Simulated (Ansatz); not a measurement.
What does Ansatz print for the nuclei with this input?

The cell is a structure deposited in the COD whose atoms were relaxed with PBE, the cell held.

```yaml
crystal:
  lattice:
    - [4.515, 0.0, 0.0]
    - [0.0, 5.497, 0.0]
    - [0.0, 0.0, 4.939]
  atoms:
    - { symbol: Ti, position: [0.0, 0.1745255531, 0.25] }
    - { symbol: Ti, position: [0.5, 0.3254744469, 0.75] }
    - { symbol: Ti, position: [0.0, 0.8254744469, 0.75] }
    - { symbol: Ti, position: [0.5, 0.6745255531, 0.25] }
    - { symbol: O, position: [0.2703968752, 0.3819143471, 0.4196924314] }
    - { symbol: O, position: [0.2296031248, 0.1180856529, 0.9196924314] }
    - { symbol: O, position: [0.7703968752, 0.1180856529, 0.5803075686] }
    - { symbol: O, position: [0.7296031248, 0.3819143471, 0.0803075686] }
    - { symbol: O, position: [0.7296031248, 0.6180856529, 0.5803075686] }
    - { symbol: O, position: [0.7703968752, 0.8819143471, 0.0803075686] }
    - { symbol: O, position: [0.2296031248, 0.8819143471, 0.4196924314] }
    - { symbol: O, position: [0.2703968752, 0.6180856529, 0.9196924314] }
kpoints:
  mp_grid: { grid: [5, 5, 5] }
scf:
  occupations: { method: fermi_dirac, width: 0.02 }
hamiltonian:
  xc: r2scan
  pseudopotentials: { kind: paw }
output:
  forces: true
  stress: true
  populations: true
  efg:
    quadrupole_moments_barn: { Ti: 0.247, O: -0.02558 }
    contact_densities: true
```

```sh
ansatz run input.yaml --threads 1 --pin off --max-ram 2560MiB --backend cpu --events-out ev --progress --plain --runs-dir out
```

Of the output, the block on the nuclei alone is shown; the set-up, the SCF iterations, energies, forces and stress are cut. One atom of each set with nearly equal values is shown.

```
--- PAW observables at the nuclei: V_zz in 10²¹ V/m², potentials from the cell's mean, atoms counted from 1 ---
  atom   1  Ti V_zz =    +2.628005   η = 0.6737   by run symmetry: allowed   C_q = +15.6956 MHz
            electrostatic potential = -2526.412924 V   contact ρ = 56730.075267 e/Å³
  atom   5  O  V_zz =    -2.975901   η = 0.4768   by run symmetry: allowed   C_q = +1.8407 MHz
            electrostatic potential = -625.158076 V   contact ρ = 2152.394682 e/Å³
```

The run took 15 s of wall time (15 s of CPU time) and 0.88 GiB at its peak, on 1 thread of AMD EPYC 9R45 (Zen 5) (x86_64; 90 cores open to the job, memory cap 2.5 GiB, no GPU), a shared host with a load of 0.5 a core.
